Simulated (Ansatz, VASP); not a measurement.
## Two plane-wave programs on MgO

```
CELL_PARAMETERS angstrom
2.95748 0.00000 0.00000
-1.47874 2.56125 0.00000
0.00000 0.00000 2.69743
ATOMIC_POSITIONS crystal
Mg 0.00000 0.00000 0.00000
O 0.33333 0.66667 0.50000
```

Change from the starting cell: volume scaled by 1.02.

Alike in both runs: task single point; functional PBE; k mesh 10 × 10 × 10; occupations fermi-dirac, width 0.05 eV; no spin polarisation.

|  | VASP | Ansatz |
| --- | --- | --- |
| version | VASP 6.6.1 | Ansatz 0.2.0 |
| potentials or method | VASP PAW PBE potentials, release 64 (Mg, O) | Ansatz PAW |
| plane-wave cutoff (eV) | 520 | 420 |
| valence electrons in the cell | 8 | 16 |

Ansatz gave:

- gap on the k mesh at the Fermi level (eV): 2.88
- least direct gap on the mesh (eV): 3.27
- pressure (GPa): -2.6
- largest component of the traceless stress (GPa): 0.40

Problem. What did VASP give for the same quantities?

Solution. gap on the k mesh at the Fermi level (eV): 2.86; least direct gap on the mesh (eV): 3.25; pressure (GPa): -3.3; largest component of the traceless stress (GPa): 0.48.

The two sets of potentials don't hold the same shells in valence.

Caveats: the pressure holds a Pulay correction of +0.6 GPa for the finite cutoff (Ansatz). A k mesh can miss the band edges.
